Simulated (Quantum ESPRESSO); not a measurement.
Effort and miss along a sweep of conv_thr: InN (P6_3mc, 4 atoms in the cell)

```xyz
4
Lattice="3.5655 0.0000 0.0000 -1.7828 3.0878 0.0000 0.0000 0.0000 5.7566" Properties=species:S:1:pos:R:3 pbc="T T T"
In     1.7828     1.0293     2.8811
In     0.0000     2.0586     0.0028
N      1.7828     1.0293     5.0631
N      0.0000     2.0586     2.1848
```

Computed with PBEsol, PseudoDojo standard norm-conserving (PBESOL) pseudopotentials (plane waves; Quantum ESPRESSO).

Base settings: ecutwfc = 85 Ry; occupations = smearing; smearing = mp; degauss = 0.0099958 Ry; potentials = {In: In.upf, N: N.upf}; K_POINTS = automatic 7 7 4 0 0 0; conv_thr = 1e-09 Ry; mixing_beta = 0.4.

Misses are taken against the tightest run, 1e-09 Ry, which need not be fully converged itself.

The count of work is k-points × plane waves × bands × iterations; it is no time, and leaves out set-up, grids and terms that scale otherwise. 

The starting cell comes from a database of computed structures (which also holds hypothetical and non-ambient phases and stackings), without a prior relaxation at this level. Its lattice was rescaled by a random factor within 2.5 % of one. The run gives no clean gap (levels at the Fermi energy touch, overlap or are partly filled at this smearing), which alone does not show that the compound is a metal.

```csv
conv_thr,pressure less reference (GPa),count of work / reference
0.0073 Ry,0.63,0.45
0.00073 Ry,0.63,0.45
7.3e-05 Ry,0.63,0.45
7.3e-06 Ry,-0.01,0.64
7.3e-07 Ry,0.01,0.73
1e-09 Ry,0.00,1.0
```

Coarsest setting among those run that, with all tighter ones, holds the pressure within 0.5 GPa of the reference: 7.3e-06 Ry, off by 0.007 GPa; its saving against the reference is no more than about a factor of 2 in the count of work.

Left out of this page: 4 runs of the series outside the window shown, repeating another row's setting, or not comparable.
